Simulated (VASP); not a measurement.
# BaTiO3 (P4mm) in VASP: relaxation of cell and atoms with r2SCAN

Aim: the relaxation of cell and atoms of BaTiO3 with r2SCAN.

Program: VASP 6.6.1. These are calculated values, not measurements. Logs are shortened: lines on timing, memory, paths and dates and some standing lists are left out, and cuts for length are marked.

## 1. The structure

It takes space group P4mm (No. 99, tetragonal). The conventional cell has a = 4.000 Å, b = 4.000 Å, c = 4.018 Å, α = 90.00°, β = 90.00°, γ = 90.00°. Ba (site symmetry 4mm) is surrounded by 12 O at 2.79 to 2.88 Å. Ti (site symmetry 4mm) is surrounded by 6 O at 1.89 to 2.13 Å. O (site symmetry 4mm) has 2 Ti at 1.89 to 2.13 Å as nearest neighbours. O (site symmetry 2mm) is surrounded by 2 Ti at 2.00 Å.

## 2. Relaxation of cell and atoms, r2SCAN

The input, INCAR:

```
SYSTEM = BaTiO3
ALGO = Normal
EDIFF = 1E-7
EDIFFG = -0.004
ENCUT = 600
IBRION = 2
ISIF = 3
ISMEAR = 0
LASPH = .True.
LCHARG = .False.
LMIXTAU = .True.
LREAL = .False.
LWAVE = .False.
METAGGA = R2SCAN
NELM = 100
NSW = 80
PREC = Accurate
SIGMA = 0.02
```

The input, KPOINTS:

```
k-points
0
Gamma
  6 6 6
  0 0 0
```

The input, POSCAR:

```
BaTiO3
1.0
    3.9998000000      0.0000000000      0.0000000000
    0.0000000000      3.9998000000      0.0000000000
    0.0000000000      0.0000000000      4.0180000000
Ba Ti O
1 1 3
Direct
    0.0000000000      0.0000000000      0.0000000000
    0.5000000000      0.5000000000      0.4900000000
    0.5000000000      0.5000000000      0.0190000000
    0.5000000000      0.0000000000      0.5170000000
    0.0000000000      0.5000000000      0.5170000000
```

Potentials or basis: VASP PAW PBE potentials, release 64 (Ba_sv, Ti_sv, O).

On the command line:

```bash
> cat potpaw_PBE.64/Ba_sv/POTCAR potpaw_PBE.64/Ti_sv/POTCAR potpaw_PBE.64/O/POTCAR > POTCAR
> mpirun -np 1 vasp_std > vasp.out
```

OUTCAR:

```text
SYSTEM = BaTiO3
   EDIFF = 1E-7
   EDIFFG = -0.004
   ENCUT = 600
   IBRION = 2
   ISIF = 3
   ISMEAR = 0
   LASPH = .True.
   LREAL = .False.
   METAGGA = R2SCAN
   NELM = 100
   NSW = 80
   PREC = Accurate

 ion  position               nearest neighbor table
   1  0.000  0.000  0.000-   4 2.79   5 2.79   5 2.79   4 2.79   3 2.83   3 2.83   3 2.83   3 2.83
                             4 2.88   5 2.88   5 2.88   4 2.88   2 3.45   2 3.45   2 3.45   2 3.45
   2  0.500  0.500  0.490-   3 1.89   4 2.00   5 2.00   4 2.00   5 2.00   3 2.13   1 3.45   1 3.45
                             1 3.45   1 3.45   1 3.49   1 3.49   1 3.49   1 3.49
   3  0.500  0.500  0.019-   2 1.89   2 2.13   1 2.83   1 2.83   1 2.83   1 2.83
   4  0.500  0.000  0.517-   2 2.00   2 2.00   1 2.79   1 2.79   1 2.88   1 2.88
   5  0.000  0.500  0.517-   2 2.00   2 2.00   1 2.79   1 2.79   1 2.88   1 2.88

  LATTYP: Found a simple tetragonal cell.
 ALAT       =     3.9998000000
 C/A-ratio  =     1.0045502275

  Lattice vectors:

 A1 = (   3.9998000000,   0.0000000000,   0.0000000000)
 A2 = (   0.0000000000,   3.9998000000,   0.0000000000)
 A3 = (   0.0000000000,   0.0000000000,   4.0180000000)

Analysis of symmetry for initial positions (statically):
=====================================================================
 Subroutine PRICEL returns:
 Original cell was already a primitive cell.

 Routine SETGRP: Setting up the symmetry group for a
 simple tetragonal supercell.

 Subroutine GETGRP returns: Found  8 space group operations
 (whereof  8 operations were pure point group operations)
 out of a pool of 16 trial point group operations.

The static configuration has the point symmetry C_4v.

Analysis of symmetry for dynamics (positions and initial velocities):
=====================================================================
 Subroutine PRICEL returns:
 Original cell was already a primitive cell.

 Routine SETGRP: Setting up the symmetry group for a
 simple tetragonal supercell.

 Subroutine GETGRP returns: Found  8 space group operations
 (whereof  8 operations were pure point group operations)
 out of a pool of 16 trial point group operations.

The dynamic configuration has the point symmetry C_4v.

 Subroutine INISYM returns: Found  8 space group operations
 (whereof  8 operations are pure point group operations),
 and found     1 'primitive' translations

----------------------------------------------------------------------------------------

                                     Primitive cell

  volume of cell :      64.2816

  direct lattice vectors                    reciprocal lattice vectors
     3.999800000  0.000000000  0.000000000     0.250012501  0.000000000  0.000000000
     0.000000000  3.999800000  0.000000000     0.000000000  0.250012501  0.000000000
     0.000000000  0.000000000  4.018000000     0.000000000  0.000000000  0.248880040

  length of vectors
     3.999800000  3.999800000  4.018000000     0.250012501  0.250012501  0.248880040

  position of ions in fractional coordinates (direct lattice)
     0.000000000  0.000000000  0.000000000
     0.500000000  0.500000000  0.490000000
     0.500000000  0.500000000  0.019000000
     0.500000000  0.000000000  0.517000000
     0.000000000  0.500000000  0.517000000

  ion indices of the primitive-cell ions
   primitive index   ion index
                 1           1
                 2           2
                 3           3
                 4           4
                 5           5

----------------------------------------------------------------------------------------

 KPOINTS: k-points

Automatic generation of k-mesh.
 Grid dimensions read from file:
 generate k-points for:    6    6    6

 Generating k-lattice:

  Cartesian coordinates                     Fractional coordinates (reciprocal lattice)
     0.041668750  0.000000000  0.000000000     0.166666667  0.000000000  0.000000000
     0.000000000  0.041668750  0.000000000     0.000000000  0.166666667  0.000000000
     0.000000000  0.000000000  0.041480007     0.000000000  0.000000000  0.166666667

  Length of vectors
     0.041668750  0.041668750  0.041480007

  Shift w.r.t. Gamma in fractional coordinates (k-lattice)
     0.000000000  0.000000000  0.000000000

 Subroutine IBZKPT returns following result:
 ===========================================

 Found     40 irreducible k-points:

 Following reciprocal coordinates:
            Coordinates               Weight
  0.000000  0.000000  0.000000      1.000000
  0.166667  0.000000  0.000000      4.000000
  0.333333  0.000000  0.000000      4.000000
  0.500000  0.000000  0.000000      2.000000
  0.166667  0.166667  0.000000      4.000000
  0.333333  0.166667  0.000000      8.000000
[... 16 lines left out ...]
  0.333333  0.000000  0.333333      8.000000
  0.500000  0.000000  0.333333      4.000000
 [... further k-points ...]
   k-points           NKPTS =     40   k-points in BZ     NKDIM =     40   number of bands    NBANDS=     24
   number of dos      NEDOS =    301   number of ions     NIONS =      5
   total plane-waves  NPLWV =  32768
   dimension x,y,z NGX =    32 NGY =   32 NGZ =   32
   dimension x,y,z NGXF=    64 NGYF=   64 NGZF=   64
   ions per type =               1   1   3
   NGX,Y,Z   is equivalent  to a cutoff of  13.30, 13.30, 13.24 a.u.
   NGXF,Y,Z  is equivalent  to a cutoff of  26.60, 26.60, 26.48 a.u.
 SYSTEM =  BaTiO3
   PREC   = accura    normal or accurate (medium, high low for compatibility)
   ISTART =      0    job   : 0-new  1-cont  2-samecut
   ICHARG =      2    charge: 1-file 2-atom 10-const
   ISPIN  =      1    spin polarized calculation?
   LNONCOLLINEAR =      F non collinear calculations
   LSORBIT =      F    spin-orbit coupling
   LASPH  =      T    aspherical Exc in radial PAW
   ENCUT  =  600.0 eV  44.10 Ry    6.64 a.u.   7.99  7.99  8.02*2*pi/ulx,y,z
   NELM   =    100;   NELMIN=  2; NELMDL= -5     # of ELM steps
   EDIFF  = 0.1E-06   stopping-criterion for ELM
   LREAL  =      F    real-space projection
   EDIFFG = -.4E-02   stopping-criterion for IOM
   NSW    =     80    number of steps for IOM
   IBRION =      2    ionic relax: 0-MD 1-quasi-New 2-CG
   NFREE  =      1    steps in history (QN), initial steepest desc. (CG)
   ISIF   =      3    stress and relaxation
   ISYM   =      2    0-nonsym 1-usesym 2-fastsym
   POTIM  = 0.5000    time-step for ionic-motion
   TEBEG  =    0.0;   TEEND  =   0.0 temperature during run
   PSTRESS=    0.0 pullay stress
   NELECT =      40.0000    total number of electrons
   NUPDOWN=      -1.0000    fix difference up-down
   EMIN   =  10.00;   EMAX   =-10.00  energy-range for DOS
   EFERMI =   0.00;   METHOD = LEGACY
   ISMEAR =     0;   SIGMA  =   0.02  broadening in eV -4-tet -1-fermi 0-gaus
   EFERMI_NEDOS =   21; number of points for ismear=-14 and -15
   IALGO  =     38    algorithm
   IMIX   =      4    mixing-type and parameters
     AMIX     =   0.40;   BMIX     =  1.00
     AMIX_MAG =   1.60;   BMIX_MAG =  1.00
  volume/ion in A,a.u.               =      12.86        86.76
  Fermi-wavevector in a.u.,A,eV,Ry     =   1.397653  2.641181 26.578078  1.953434
  Thomas-Fermi vector in A             =   2.520888
   LORBIT       =      0    0 simple, 1 ext, 2 COOP (PROOUT), +10 PAW based schemes
   METAGGA = R2SCAN    functional components
   LHFCALC =     F    Hartree Fock is set to
   AEXX    =    0.0000 exact exchange contribution
   IVDW    =     0    specifies the selected vdW correction
   LEPSILON=     F    determine dielectric tensor
   LRPA    =     F    only Hartree local field effects (RPA)
 conjugate gradient relaxation of ions
 non-spin polarized calculation
 Gauss-broadening in eV      SIGMA  =   0.02
  energy-cutoff  :      600.00
  volume of cell :       64.28
 maximum number of plane-waves:      2176
 NGX is ok and might be reduce to    32
   NGX = 15   NGY = 15   NGZ = 17

--------------------------------------- Ionic step        1  -------------------------------------------

 number of electron      39.9999999 magnetization

 Free energy of the ion-electron system (eV)
  ---------------------------------------------------
  ext. energy  EPLUGINS =         0.00000000
  ---------------------------------------------------
  free energy    TOTEN  =       -74.25258410 eV

  energy without entropy =      -74.25258410  energy(sigma->0) =      -74.25258410

------------------------ aborting loop because EDIFF is reached ----------------------------------------

  FORCE on cell =-STRESS in cart. coord.  units (eV):
  Direction    XX          YY          ZZ          XY          YZ          ZX
  --------------------------------------------------------------------------------------
  -------------------------------------------------------------------------------------
  Total        0.2910991      0.2910991      0.6693304      0.0000000      0.0000000      0.0000000
  in kB        7.2554610      7.2554610     16.6826342      0.0000000      0.0000000      0.0000000
  external PRESSURE =      10.3978521 kB  Pullay stress =       0.0000000 kB
[... 98 lines left out ...]
  FREE ENERGIE OF THE ION-ELECTRON SYSTEM (eV)
  ---------------------------------------------------
  free  energy   TOTEN  =       -74.2602540890 eV

  energy  without entropy=      -74.2602540890  energy(sigma->0) =      -74.26025409

[... ionic steps 4 to 11 ...]

--------------------------------------- Ionic step       12  -------------------------------------------

 number of electron      39.9999998 magnetization

------------------------ aborting loop because EDIFF is reached ----------------------------------------
[... 73 lines left out ...]
--------------------------------------- Ionic step       14  -------------------------------------------

 number of electron      39.9999998 magnetization

 Free energy of the ion-electron system (eV)
  ---------------------------------------------------
  ext. energy  EPLUGINS =         0.00000000
  ---------------------------------------------------
  free energy    TOTEN  =       -74.27067680 eV

  energy without entropy =      -74.27067680  energy(sigma->0) =      -74.27067680

 E-fermi :   3.7422     XC(G=0): -11.7876

 val. band max:        3.5214844123   @ k =   0.5000   0.5000   0.5000
 cond. band min:       5.7019761525   @ k =   0.0000   0.0000   0.0000
 fundamental gap:      2.1804917402
 Fermi energy:         3.7422040786

 k-point     1 :       0.0000    0.0000    0.0000
  band No.  band energies     occupation
      1     -55.3316      2.00000
      2     -30.5811      2.00000
      3     -30.4815      2.00000
      4     -30.4815      2.00000
      5     -22.1878      2.00000
      6     -14.4407      2.00000
[... 637 lines left out ...]
     23       7.6088      0.00000
     24       8.6209      0.00000

 [... further k-points ...]

------------------------ aborting loop because EDIFF is reached ----------------------------------------

  FORCE on cell =-STRESS in cart. coord.  units (eV):
  Direction    XX          YY          ZZ          XY          YZ          ZX
  --------------------------------------------------------------------------------------
  -------------------------------------------------------------------------------------
  Total        0.0038562      0.0038562      0.0058379      0.0000000      0.0000000      0.0000000
  in kB        0.0944347      0.0944347      0.1429650      0.0000000      0.0000000      0.0000000
  external PRESSURE =       0.1106115 kB  Pullay stress =       0.0000000 kB
[... 20 lines left out ...]
  FREE ENERGIE OF THE ION-ELECTRON SYSTEM (eV)
  ---------------------------------------------------
  free  energy   TOTEN  =       -74.2706768035 eV

  energy  without entropy=      -74.2706768035  energy(sigma->0) =      -74.27067680

 reached required accuracy - stopping structural energy minimisation
```

Wall time 12 min (1 thread of Intel Xeon 6975P-C (Granite Rapids), shared host); peak memory 0.26 GiB.

What came out:

```
Free energy                            : -74.2707 eV
Relaxed volume                         : 13.08 Å³/atom
Relaxed cell                           : a = 3.987 Å, b = 3.987 Å, c = 4.116 Å, α = 90.00°, β = 90.00°, γ = 90.00°
Space group after relaxing (to 0.05 Å) : P4mm (No. 99)
Energy gained by relaxing              : 3.6 meV/atom
Ionic steps                            : 14
Pressure after relaxing                : 0.0 GPa
Largest force after relaxing           : 0.004 eV/Å
Band gap on the k mesh                 : 2.18 eV, indirect (least direct gap 2.66 eV)
```

Forces on the atoms (eV/Å):
```
Ba   0.000  0.000  0.000
Ti   0.000  0.000  0.001
O    0.000  0.000  0.004
O    0.000  0.000 -0.002
O    0.000  0.000 -0.002
```

Step by step:
```tsv
step	energy change (eV)	largest force (eV/Å)	pressure (GPa)	volume (Å³)
1	0.0000	0.3073	1.04	64.28
2	-0.0075	0.2270	-0.79	65.06
3	-0.0077	0.2159	-1.06	65.18
4	-0.0126	0.1172	-0.04	64.99
5	-0.0128	0.0966	0.20	64.95
6	-0.0147	0.0776	0.19	65.03
7	-0.0166	0.0999	0.22	65.20
8	-0.0167	0.1064	0.23	65.22
9	-0.0175	0.0725	-0.28	65.49
10	-0.0176	0.0675	-0.36	65.53
11	-0.0179	0.0647	0.22	65.38
12	-0.0180	0.0511	0.06	65.42
13	-0.0181	0.0179	-0.01	65.43
14	-0.0181	0.0036	0.01	65.42
```

Final structure:
```
CELL_PARAMETERS angstrom
3.98703 0.00000 0.00000
0.00000 3.98703 0.00000
0.00000 0.00000 4.11567
ATOMIC_POSITIONS crystal
Ba 0.00000 0.00000 0.99723
Ti 0.50000 0.50000 0.47914
O 0.50000 0.50000 0.03312
O 0.50000 0.00000 0.51676
O 0.00000 0.50000 0.51676
```

Levels at points of the mesh, in eV from the valence-band top:
```
           k point  band 17  band 18  band 19  band 20  band 21  band 22  band 23  band 24
(0.00, 0.00, 0.00)    -1.28    -0.68    -0.48    -0.48     2.18     2.61     2.61     4.29
(0.50, 0.00, 0.00)    -1.93    -1.71    -1.35    -1.17     2.71     3.85     3.92     4.36
(0.50, 0.50, 0.00)    -2.00    -1.12    -1.12    -0.07     3.95     3.95     4.33     4.73
(0.00, 0.00, 0.50)    -2.03    -1.99    -0.76    -0.76     2.31     3.84     3.84     4.29
(0.50, 0.00, 0.50)    -1.87    -1.09    -1.03    -0.39     3.85     3.88     4.21     5.16
(0.50, 0.50, 0.50)    -2.58    -0.31    -0.31     0.00     4.44     4.44     4.52     6.83
```

Caveat: the PAW data sets were made with another functional, which shifts forces and pressure a little; spin-orbit coupling is left out, which moves the levels of the heavy elements.
